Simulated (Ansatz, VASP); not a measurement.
**Ge: VASP beside Ansatz**

```
CELL_PARAMETERS angstrom
2.42055 -4.10238 0.00000
2.42055 4.10238 0.00000
0.00000 0.00000 4.84754
ATOMIC_POSITIONS crystal
Ge 0.15250 0.84750 0.07850
Ge 0.65250 0.34750 0.42150
Ge 0.84750 0.15250 0.92150
Ge 0.34750 0.65250 0.57850
```

Alike in both runs: task single point; functional PBE; k mesh 4 × 4 × 4; occupations gaussian, width 0.1 eV; no spin polarisation.

|  | VASP | Ansatz |
| --- | --- | --- |
| version | VASP 6.6.1 | Ansatz 0.2.0 |
| potentials or method | VASP PAW PBE potentials, release 64 (Ge_d) | scalar-relativistic, plane waves, PAW |
| plane-wave cutoff (eV) | 520 | 420 |
| valence electrons in the cell | 56 | 56 |

|  | VASP | Ansatz | Ansatz less VASP |
| --- | --- | --- | --- |
| gap on the k mesh at the Fermi level (eV) | none | none | - |
| pressure (GPa) | -3.6 | -3.5 | +0.02 |
| largest component of the traceless stress (GPa) | 1.00 | 0.99 | -0.004 |
| rms of the force components (eV/Å) | 0.431 | 0.431 | +0.0002 |

Atom by atom the forces differ by 0.001 eV/Å (rms over components). A gap of «none» marks a metal or a gap that the smearing closes. With one functional, cell and mesh, what is left measures potentials, basis and numerics.

Caveats: the k mesh is coarse (spacing up to 0.38 Å⁻¹), so the values aren't converged.
